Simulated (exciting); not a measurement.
Crystal: CdTe.

```
CELL_PARAMETERS angstrom
0.00000 3.20500 3.20500
3.20500 0.00000 3.20500
3.20500 3.20500 0.00000
ATOMIC_POSITIONS crystal
Te 0.75000 0.75000 0.75000
Cd 0.00000 0.00000 0.00000
```

Base run:

```yaml
Program: exciting (release sodium)
Functional: PBE
Potentials_or_basis: all-electron LAPW+lo, shipped species files, valence relativity iora*
rgkmax: 9
k_mesh: 7 × 7 × 7
Occupations: fermi-dirac, width 0.05 eV
Spin: no spin polarisation
```

Its results: band gap on the k mesh 0.87 eV, direct.

The run is repeated on the same cell with these changes: k mesh from 7 × 7 × 7 to 5 × 5 × 5; spin from no spin polarisation to spin-orbit coupling, no magnetisation. What comes out?

Band gap on the k mesh 0.59 eV, direct.

Several settings changed at once, so the effect can't be laid on one alone.

Caveats: the tetrahedron DOS on this energy grid can lose part of the weight of narrow d or f bands (some runs); spin-orbit coupling is left out, which moves the levels of the heavy elements (some runs).

Not every run made on this cell is shown here.
